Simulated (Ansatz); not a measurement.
# AlNi3: the cost of one run

Computed with Ansatz 0.2.0 (DFT PBE, scalar-relativistic, plane waves, PAW, unless a step's input says otherwise).

1 further run of the same task is left out (it didn't finish).

### 1 The structure to begin with

The structure is cubic, space group Pm-3m (No. 221). Conventional cell: a = 3.523 Å, b = 3.523 Å, c = 3.523 Å, α = 90.00°, β = 90.00°, γ = 90.00°. Al (site symmetry m-3m) is surrounded by 12 Ni at 2.49 Å. Ni (site symmetry 4/mmm) is surrounded by 4 Al at 2.49 Å and 8 Ni at 2.49 Å.

As a file:

```
CELL_PARAMETERS angstrom
3.52305 0.00000 0.00000
0.00000 3.52305 0.00000
0.00000 0.00000 3.52305
ATOMIC_POSITIONS crystal
Al 0.00000 0.00000 0.00000
Ni 0.00000 0.50000 0.50000
Ni 0.50000 0.00000 0.50000
Ni 0.50000 0.50000 0.00000
```

The structure comes from the Materials Project (structure only).

(A quick probe on a coarse mesh, which set the mesh and smearing, is not shown.)

### 3 Full relaxation

File input.yaml:

```yaml
crystal:
  lattice:
    - [3.5230547267, 0.0, 0.0]
    - [0.0, 3.5230547267, 0.0]
    - [0.0, 0.0, 3.5230547267]
  atoms:
    - { symbol: Al, position: [0.0, 0.0, 0.0] }
    - { symbol: Ni, position: [0.0, 0.5, 0.5], spin: 0.3 }
    - { symbol: Ni, position: [0.5, 0.0, 0.5], spin: 0.3 }
    - { symbol: Ni, position: [0.5, 0.5, 0.0], spin: 0.3 }
basis:
  ecutwfc: 420
kpoints:
  mp_grid: { grid: [12, 12, 12] }
hamiltonian:
  xc: pbe
scf:
  occupations: { method: gaussian, width: 0.1 }
output:
  forces: true
  stress: true
  eigenvalues: true
  populations: true
  write_density: true
  write_potential: true
  elf: true
  volumetric_format: npy
magnetization:
  spin_polarized: true
relax:
  adjacent_minimum: "off"
  f_tol: 0.005
  max_steps: 80
  cell: { stress_tol: 0.05 }
```

Started as:

```bash
ansatz run input.yaml --threads 1 --pin off --max-ram 2560MiB --backend cpu --events-out ev --progress --plain --runs-dir out
```

What time and memory should one allow on 1 thread of Intel Xeon Platinum 8375C at 2.90GHz (Ice Lake), shared host?

About 71 s, with a peak of 0.55 GiB.
